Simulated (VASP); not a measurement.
# SnSe2: equation of state with PBEsol

The system is SnSe2.

```
Sn Se
1.0
     3.81100    0.00000    0.00000
    -1.90550    3.30042    0.00000
     0.00000    0.00000    6.13600
Sn Se
1 2
Cartesian
  0.0000 0.0000 0.0000
  1.9055 1.1001 4.6081
  0.0000 2.2003 1.5279
```

```json
{
  "Program": "VASP 6.6.1",
  "Task": "equation of state",
  "Functional": "PBEsol",
  "Potentials or basis": "VASP PAW PBE potentials, release 64 (Sn_d, Se)",
  "Cutoff": "520 eV",
  "k mesh": "8 × 8 × 5",
  "Occupations": "fermi-dirac, width 0.05 eV",
  "Spin": "no spin polarisation"
}
```

The equilibrium volume is 26.71 Å³/atom, the bulk modulus at fixed shape and positions is 65 GPa and the pressure derivative of the bulk modulus is 4.7.

Energy against volume, from the lowest point:
```tsv
volume (Å³/atom)	energy (meV/atom)
24.182	58.42
24.697	35.58
25.212	18.94
25.726	7.84
26.241	1.70
26.755	0.00
27.270	2.27
```

All runs of the series together: 4.2 min on 1 thread of Intel(R) Xeon(R) Platinum 8559C (Emerald Rapids), with other jobs on the host.

Caveat: the cell was scaled at fixed shape and fractional positions, which overstates the stiffness of a crystal with free parameters, most of all of layers and chains; the PAW data sets were made with another functional, which shifts forces and pressure a little; this functional lacks dispersion, which binds the layers, so the pressure and a relaxed spacing across them are unreliable.
